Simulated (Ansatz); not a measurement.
Crystal: B.

```
B
1.0
     1.62456    0.00000    0.00000
     0.00000    2.86615    0.00000
     0.00000    0.00000    3.91440
B
2
Direct
  0.00000 0.50000 0.60926
  0.50000 0.00000 0.39074
```

The cell was built by a generator and needn't be a form met in nature.

```yaml
Program: Ansatz 0.2.0
Task: single point
Functional: PBE
Potentials_or_basis: all-electron LAPW, scalar-relativistic
Cutoff: 355 eV (chosen from the basis error)
Basis_error_allowed: 0.001 eV/atom
k_mesh: 16 × 9 × 7
Occupations: fermi-dirac, width 0.05 eV
Spin: no spin polarisation
```

On this cell: pressure 0.1 GPa; largest force 0.004 eV/Å; band gap on the k mesh none (metal or under the smearing width).

The same run follows on a disturbed copy (atoms moved at random, drawn with an rms of 0.05 Å):

```
B
1.0
     1.62456    0.00000    0.00000
     0.00000    2.86615    0.00000
     0.00000    0.00000    3.91440
B
2
Direct
  0.99998 0.51209 0.61590
  0.51403 0.00547 0.39753
```

Question: What does the disturbed cell give?

Answer: The energy (extrapolated to zero smearing) moves by +2.0 meV/atom; pressure 0.2 GPa; largest force 0.277 eV/Å; band gap on the k mesh none (metal or under the smearing width).

Forces on the atoms (eV/Å):
```
B    0.227 -0.158  0.014
B   -0.227  0.158 -0.014
```

Stress tensor (GPa, compression positive):
```
-1.07 -0.14  1.70
-0.14  1.86 -1.19
 1.70 -1.19 -0.24
```

Caveats: this functional lacks dispersion, which binds the layers, so the pressure and a relaxed spacing across them are unreliable (some runs).
